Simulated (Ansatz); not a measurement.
The system is CoO.

```
Co O
1.0
     0.00000    2.13150    2.13150
     2.13150    0.00000    2.13150
     2.13150    2.13150    0.00000
Co O
1 1
Direct
  0.00000 0.00000 0.00000
  0.50000 0.50000 0.50000
```

| Quantity | Value |
| --- | --- |
| Program | Ansatz 0.2.0 |
| Task | relaxation of cell and atoms |
| Functional | RPBE |
| Dispersion | D3(BJ) |
| Potentials or basis | Ansatz PAW |
| Cutoff | 420 eV (not typed: the program's choice for these potentials) |
| k mesh | 11 × 11 × 11 |
| Occupations | fermi-dirac, width 0.05 eV |
| Spin | collinear spin, ferromagnetic start |
| Starting moments | [2.0, 0.0] μB |

At the start: volume 9.68 Å³/atom.

Problem. How do energy, volume and symmetry change on relaxing?

Solution. It ends after 9 steps and the volume is 9.63 Å³/atom (-0.5 %); space group Fm-3m (No. 225, to 0.05 Å); moment 2.94 μB per cell.

Step by step:
| step | energy change (eV) | largest force (eV/Å) | volume (Å³) |
| --- | --- | --- | --- |
| 1 | 0.0000 | 0.0000 | 19.37 |
| 2 | -0.0011 | 0.0000 | 19.36 |
| 3 | -0.0062 | 0.0000 | 19.30 |
| 4 | -0.0065 | 0.0000 | 19.24 |
| 5 | -0.0075 | 0.0000 | 19.28 |
| 6 | -0.0077 | 0.0000 | 19.27 |
| 7 | -0.0078 | 0.0000 | 19.27 |
| 8 | -0.0078 | 0.0000 | 19.27 |
| 9 | -0.0073 | 0.0000 | 19.27 |

Final structure:
```
Co O
1.0
     0.00000    2.12782    2.12782
     2.12782    0.00000    2.12782
     2.12782    2.12782    0.00000
Co O
1 1
Direct
  0.00000 0.00000 0.00000
  0.50000 0.50000 0.50000
```

Caveat: the plane-wave basis is chosen anew once the cell has moved, so the energies of steps on either side of that aren't comparable; the pressure holds a Pulay correction of +0.7 GPa for the finite cutoff; a cell with one magnetic atom can't hold antiferromagnetic order, which such compounds often take; pairwise dispersion overbinds metals, which lowers pressure and volume; the PAW data sets come from PBE, with cores solved anew for the run's functional, which leaves a small shift of forces and pressure.
